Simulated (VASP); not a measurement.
# Ca (Pm-3m) in VASP: notebook, part 2 of 2

VASP 6.6.1. Earlier steps stand in the parts before.

## 4. Single point, PBE (strained and moved within a subgroup)

File INCAR:

```
PREC = Accurate ; ENCUT = 520
EDIFF = 1E-6 ; ISMEAR = 0
SIGMA = 0.1 ; LREAL = False
LASPH = True ; NELM = 100
ALGO = Normal ; ISIF = 2
LWAVE = False ; LCHARG = False
GGA = PE ; NBANDS = 11
```

File KPOINTS:

```
Automatic mesh
0
Gamma
  12 12 12
```

File POSCAR:

```
Ca
1.0
    3.6187134484      0.1395462536      0.1395462536
    0.1395462536      3.6187134484      0.1395462536
    0.1395462536      0.1395462536      3.6187134484
Ca
1
Direct
    0.0000000000      0.0000000000      0.0000000000
```

Potentials or basis: VASP PAW PBE potentials, release 64 (Ca_sv).

The run is started by

```bash
cat potpaw_PBE.64/Ca_sv/POTCAR > POTCAR
mpirun -np 1 vasp_std > vasp.out
```

OUTCAR:

```text
PREC = Accurate
   ENCUT = 520
   EDIFF = 1E-6
   ISMEAR = 0
   LREAL = False
   LASPH = True
   NELM = 100
   ISIF = 2
   GGA = PE

 ion  position               nearest neighbor table
   1  0.000  0.000  0.000-

  LATTYP: Found a trigonal (rhomboedric) cell.
 ALAT       =     3.6240906908
 COS(alpha) =     0.0783787386

  Lattice vectors:

 A1 = (   3.6187134484,   0.1395462536,   0.1395462536)
 A2 = (   0.1395462536,   3.6187134484,   0.1395462536)
 A3 = (   0.1395462536,   0.1395462536,   3.6187134484)

Analysis of symmetry for initial positions (statically):
=====================================================================
 Subroutine PRICEL returns:
 Original cell was already a primitive cell.

 Routine SETGRP: Setting up the symmetry group for a
 trigonal (rhombohedral) supercell.

 Subroutine GETGRP returns: Found 12 space group operations
 (whereof 12 operations were pure point group operations)
 out of a pool of 12 trial point group operations.

The static configuration has the point symmetry D_3d.

Analysis of symmetry for dynamics (positions and initial velocities):
=====================================================================
 Subroutine PRICEL returns:
 Original cell was already a primitive cell.

 Routine SETGRP: Setting up the symmetry group for a
 trigonal (rhombohedral) supercell.

 Subroutine GETGRP returns: Found 12 space group operations
 (whereof 12 operations were pure point group operations)
 out of a pool of 12 trial point group operations.

The dynamic configuration has the point symmetry D_3d.

 Subroutine INISYM returns: Found 12 space group operations
 (whereof 12 operations are pure point group operations),
 and found     1 'primitive' translations

----------------------------------------------------------------------------------------

                                     Primitive cell

  volume of cell :      47.1814

  direct lattice vectors                    reciprocal lattice vectors
     3.618713448  0.139546254  0.139546254     0.277134933 -0.010290173 -0.010290173
[... 108 lines left out ...]
   LORBIT       =      0    0 simple, 1 ext, 2 COOP (PROOUT), +10 PAW based schemes
   GGA     = PE    functional components
   LHFCALC =     F    Hartree Fock is set to
   AEXX    =    0.0000 exact exchange contribution
   IVDW    =     0    specifies the selected vdW correction
   LEPSILON=     F    determine dielectric tensor
   LRPA    =     F    only Hartree local field effects (RPA)
 non-spin polarized calculation
 Gauss-broadening in eV      SIGMA  =   0.10
  energy-cutoff  :      520.00
  volume of cell :       47.18
 maximum number of plane-waves:      1299
   NGX = 13   NGY = 13   NGZ = 13

 number of electron      10.0000003 magnetization

 Free energy of the ion-electron system (eV)
  ---------------------------------------------------
  ext. energy  EPLUGINS =         0.00000000
  ---------------------------------------------------
  free energy    TOTEN  =        -1.54928587 eV

  energy without entropy =       -1.54341711  energy(sigma->0) =       -1.54635149

 E-fermi :   1.4722     XC(G=0):  -7.3766

 val. band max:        1.4709909210   @ k =  -0.4167   0.1667  -0.0000
 cond. band min:       1.4803853644   @ k =   0.4167   0.0833  -0.0000
 fundamental gap:      0.0093944433
 Fermi energy:         1.4722228577

 k-point     1 :       0.0000    0.0000    0.0000
  band No.  band energies     occupation
      1     -40.9161      2.00000
      2     -21.8260      2.00000
      3     -21.8222      2.00000
      4     -21.8222      2.00000
      5      -2.2599      2.00000
      6       2.3392      0.00000
      7       2.3392      0.00000
      8       5.1951      0.00000
      9       5.1951      0.00000
     10       5.2231      0.00000
     11       9.3293      0.00000
[... 309 lines left out ...]
 k-point    24 :      -0.4167    0.1667   -0.0000
  band No.  band energies     occupation
      1     -40.9018      2.00000
      2     -21.9630      2.00000
      3     -21.8493      2.00000
      4     -21.8087      2.00000
      5       0.1695      2.00000
      6       1.4710      1.01390
      7       2.8269      0.00000
      8       4.0799      0.00000
      9       4.3157      0.00000
     10       5.0176      0.00000
     11       6.3140      0.00000

 [... further k-points ...]
[... 5 lines left out ...]
  --------------------------------------------------------------------------------------
  -------------------------------------------------------------------------------------
  Total       -0.2459684     -0.2459684     -0.2459684      0.1715429      0.1715429      0.1715429
  in kB       -8.3525500     -8.3525500     -8.3525500      5.8252238      5.8252238      5.8252238
  external PRESSURE =      -8.3525500 kB  Pullay stress =       0.0000000 kB

 VOLUME and BASIS-vectors are now :
 -----------------------------------------------------------------------------
  energy-cutoff  :      520.00
  volume of cell :       47.18
      direct lattice vectors                 reciprocal lattice vectors
     3.618713448  0.139546254  0.139546254     0.277134933 -0.010290173 -0.010290173
     0.139546254  3.618713448  0.139546254    -0.010290173  0.277134933 -0.010290173
     0.139546254  0.139546254  3.618713448    -0.010290173 -0.010290173  0.277134933

 POSITION                                       TOTAL-FORCE (eV/Angst)
 -----------------------------------------------------------------------------------
      0.00000      0.00000      0.00000         0.000000     -0.000000      0.000000
 -----------------------------------------------------------------------------------
    total drift:                               -0.000000     -0.000000     -0.000000

  FREE ENERGIE OF THE ION-ELECTRON SYSTEM (eV)
  ---------------------------------------------------
  free  energy   TOTEN  =        -1.5492858743 eV

  energy  without entropy=       -1.5434171091  energy(sigma->0) =       -1.54635149
```

OSZICAR:

```text
N       E                     dE             d eps       ncg     rms          rms(c)
DAV:   1     0.659997638978E+02    0.66000E+02   -0.49639E+03  4166   0.811E+02
DAV:   2     0.865302073395E-01   -0.65913E+02   -0.65311E+02  4584   0.205E+02
DAV:   3    -0.147463028791E+01   -0.15612E+01   -0.15412E+01  6189   0.306E+01
DAV:   4    -0.155473770540E+01   -0.80107E-01   -0.79787E-01  5363   0.536E+00
DAV:   5    -0.155616278796E+01   -0.14251E-02   -0.14245E-02  5910   0.651E-01    0.225E+00
DAV:   6    -0.155097944649E+01    0.51833E-02   -0.10682E-02  4955   0.113E+00    0.138E+00
DAV:   7    -0.154966668816E+01    0.13128E-02   -0.16291E-02  4429   0.152E+00    0.118E-01
DAV:   8    -0.154926164113E+01    0.40505E-03   -0.22346E-03  4513   0.409E-01    0.345E-02
DAV:   9    -0.154928621420E+01   -0.24573E-04   -0.17407E-04  6064   0.111E-01    0.998E-03
DAV:  10    -0.154928587433E+01    0.33987E-06   -0.55934E-06  4662   0.156E-02
   1 F= -.15492859E+01 E0= -.15463515E+01  d E =-.586877E-02
```

Run time: 37 s. Hardware: 1 thread of Intel Xeon Platinum 8488C (Sapphire Rapids), shared host; peak memory 0.22 GiB.

What came out:

```yaml
Free_energy: -1.5493 eV
Pressure: -0.8 GPa
Band_gap_on_the_k_mesh: none (metal or under the smearing width)
```

Levels at points of the mesh, in eV from the Fermi level:
```tsv
k point	band 2	band 3	band 4	band 5	band 6	band 7	band 8	band 9
(0.00, 0.00, 0.00)	-23.30	-23.29	-23.29	-3.73	0.87	0.87	3.72	3.72
(0.50, 0.00, 0.00)	-23.45	-23.28	-23.28	-1.24	-0.53	1.27	2.71	2.77
(0.50, 0.50, 0.00)	-23.44	-23.42	-23.27	-0.25	0.76	1.68	2.55	2.92
(0.50, 0.50, 0.50)	-23.44	-23.40	-23.40	0.38	0.91	0.91	3.78	4.42
```

## 5. Single point, PBEsol (functional PBEsol, strained and moved within the space group)

File INCAR:

```
PREC = Accurate
ENCUT = 520
EDIFF = 1E-6
ISMEAR = 0
SIGMA = 0.1
LREAL = False
LASPH = True
NELM = 100
ALGO = Normal
ISIF = 2
LWAVE = False
LCHARG = False
GGA = PS
NBANDS = 11
```

File KPOINTS:

```
regular mesh
0
Gamma
  12 12 12
```

File POSCAR:

```
Ca
1.0
    3.5759774082      0.0000000000      0.0000000000
    0.0000000000      3.5759774082      0.0000000000
    0.0000000000      0.0000000000      3.5759774082
Ca
1
Direct
    0.0000000000      0.0000000000      0.0000000000
```

The run is started by

```bash
cat potpaw_PBE.64/Ca_sv/POTCAR > POTCAR
mpirun -np 1 vasp_std > vasp.out
```

Run time: 18 s. Hardware: 1 thread of Intel Xeon Platinum 8488C (Sapphire Rapids), shared host; peak memory 0.17 GiB.

It converged, with:

- Free energy: -1.7283 eV
- Pressure: -1.1 GPa
- Band gap on the k mesh: none (metal or under the smearing width)

Levels at points of the mesh, in eV from the Fermi level:
```tsv
k point	band 2	band 3	band 4	band 5	band 6	band 7	band 8	band 9
(0.00, 0.00, 0.00)	-23.13	-23.13	-23.13	-3.79	0.80	0.80	3.89	3.89
(0.50, 0.00, 0.00)	-23.31	-23.12	-23.12	-1.25	-0.53	1.27	2.74	2.74
(0.50, 0.50, 0.00)	-23.29	-23.29	-23.10	-0.30	0.80	2.16	2.16	3.01
(0.50, 0.50, 0.50)	-23.27	-23.27	-23.27	0.69	0.69	0.69	4.59	4.59
```

Caveat: the PAW data sets were made with another functional, which shifts forces and pressure a little.

## 6. Summary

| level | potentials or basis | cell | k mesh | gap on the mesh (eV) | pressure (GPa) |
| --- | --- | --- | --- | --- | --- |
| PBEsol | VASP PAW PBE potentials, release 64 (Ca_sv) | functional PBEsol, strained and moved within the space group | 12 × 12 × 12 | none | -1.1 |
| PBE | VASP PAW PBE potentials, release 64 (Be) | Ca replaced by Be, lengths x 0.727, strained and moved within the space group | 8 × 8 × 8 | none | -15.5 |
| PBE | VASP PAW PBE potentials, release 64 (Ca_sv) | strained and moved within a subgroup | 12 × 12 × 12 | none | -0.8 |

Alike in all rows: task single point; no spin polarisation; cutoff (eV) 520; smearing gaussian 0.1 eV.

Caveats: the PAW data sets were made with another functional, which shifts forces and pressure a little (some runs); so large a pressure means that the cell lies far from this level's equilibrium, or that cutoff or potentials fall short (some runs).

Absolute energies hang on the potentials; compare differences alone.
